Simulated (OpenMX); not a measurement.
## MgO under changes of volume

One of the cells (9.406 Å³/atom); the others are scaled copies at fixed shape and fractional positions:

```
Mg O
1.0
     0.00000    2.11089    2.11089
     2.11089    0.00000    2.11089
     2.11089    2.11089    0.00000
Mg O
1 1
Direct
  0.00000 0.00000 0.00000
  0.50000 0.50000 0.50000
```

The cell is a database's computed one.

```yaml
Program: OpenMX 3.8.5
Functional: PBE
Potentials_or_basis: OpenMX 2013 PBE set, Mg7.0-s3p2d1, O6.0-s2p2d1, fixed grid of 32 × 32 × 32 points
k_mesh: 11 × 11 × 11
Occupations: fermi-dirac, width 0.05 eV
Spin: no spin polarisation
```

```tsv
volume (Å³/atom)	energy over the lowest point (meV/atom)	gap on the mesh (eV)
8.668	69.81	5.74
8.853	?	?
9.037	30.23	5.30
9.406	8.02	4.89
9.590	2.34	4.70
9.775	0.00	4.52
```

**Question.** What does the run at 8.853 Å³/atom give?

**Answer.** Energy over the lowest point 47.76 meV/atom; gap on the mesh 5.52 eV.

Worked out: A Birch-Murnaghan fit of order 3 (a polynomial in V^(-2/3)) to the other rows has its minimum at 9.83 Å³/atom, just outside them, with B0 = V·E''(V) = 132 GPa and B' = 4.1. It gives 47.59 meV/atom at 8.853 Å³/atom, against the run's 47.76. A straight line through the other rows of the gap, of slope -10.2 eV per unit of ln V (its deformation potential), gives 5.52 eV, against the run's 5.52.

Energies are extrapolated to zero smearing.

Caveats: an odd mesh through Γ misses points on the zone boundary, where band edges often lie; the basis of atomic orbitals isn't converged, which shifts pressures, moduli and gaps.
